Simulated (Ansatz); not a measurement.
# Calculated core-electron binding energies for Cs

Cell: a Materials Project structure (computed, not necessarily an observed phase), taken as it stands, repeated to a supercell; a hole's nearest image is 7.2 Å away.

```xyz
4
Lattice="-2.5538 2.5538 9.5961 2.5538 -2.5538 9.5961 5.1077 5.1077 -19.1921" Properties=species:S:1:pos:R:3 pbc="T T T"
Cs    2.5538    0.0000    4.7980
Cs    5.1077    2.5538   -4.7980
Cs    0.0000    0.0000    9.5961
Cs    2.5538    2.5538    0.0000
```

Atoms are numbered from 1 in the order listed; like atoms form one site, named after its first atom.

Method: Kohn–Sham DFT in Ansatz, PBE, plane waves and PAW, scalar-relativistic, 420 eV cutoff, Γ-centred 5×5×5 k-points, Fermi–Dirac smearing 0.05 eV.

Each value is a total-energy difference between the cell with one core hole and the ground state (ΔSCF), counted from the Fermi energy. 

Q: What binding energies does the calculation give for Cs 3d?

A: 

```
 line  atom                first shell  E_B (eV)  j = l + ½ / j = l − ½ (eV)
Cs 3d     1  no neighbour within 4.6 Å     726.2               720.7 / 734.6
```

For p, d and f shells E_B is the weighted mean of the two lines, whose splitting comes from the free atom's Dirac orbitals.

Absolute PBE values can be off by an eV or more, and the 3d and 4f lines of heavy atoms by several eV. Multiplets, satellites and widths aren't calculated.

Hardware: 1 thread of Intel Xeon Platinum 8375C CPU @ 2.90GHz (Ice Lake) (x86_64; 2 cores open to the job, memory cap 2.5 GiB, no GPU), a shared host with a load of 0.2 a core. Wall time 3.2 min, CPU time 3.2 min, peak memory 1 GiB.
